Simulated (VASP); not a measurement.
Runs of VASP 6.6.1 on KI. It takes space group Fm-3m (No. 225, cubic). Conventional cell: a = 7.213 Å, b = 7.213 Å, c = 7.213 Å, α = 90.00°, β = 90.00°, γ = 90.00°. Around K (site symmetry m-3m) lie 6 I at 3.61 Å. I (site symmetry m-3m) has 6 K at 3.61 Å as nearest neighbours. 

| task | cell | gap on the mesh (eV) | pressure (GPa) |
| --- | --- | --- | --- |
| relaxation of the atoms | atoms relaxed from: a relaxed cell with its volume scaled by 1.02 | (a) | -0.2 |
| relaxation of the atoms | atoms relaxed from: a relaxed cell with its volume scaled by 0.96 | 3.91 | 0.5 |
| relaxation of cell and atoms | relaxed | 3.82 | 0.0 |
| relaxation of the atoms | atoms relaxed from: a relaxed cell with its volume scaled by 0.94 | 3.96 | 0.8 |
| relaxation of the atoms | atoms relaxed | 3.82 | 0.0 |
| relaxation of the atoms | atoms relaxed from: a relaxed cell with its volume scaled by 0.98 | 3.86 | 0.2 |
| relaxation of the atoms | atoms relaxed from: a relaxed cell with its volume scaled by 1.06 | 3.70 | -0.5 |
| relaxation of the atoms | atoms relaxed from: a relaxed cell with its volume scaled by 1.04 | (b) | -0.4 |

Alike in all rows: level PBE; potentials or basis VASP PAW PBE potentials, release 64 (K_pv, I); no spin polarisation; k mesh 4 × 4 × 4; cutoff (eV) 300; smearing gaussian 0.03 eV.

Problem. Fill in the values left out.

Solution. (a) 3.78; (b) 3.74.

Caveats: the relaxation stopped at its first step, so nothing moved; spin-orbit coupling is left out, which moves the levels of the heavy elements.

A k mesh can miss the band edges, and the runs leave out spin-orbit coupling on I.
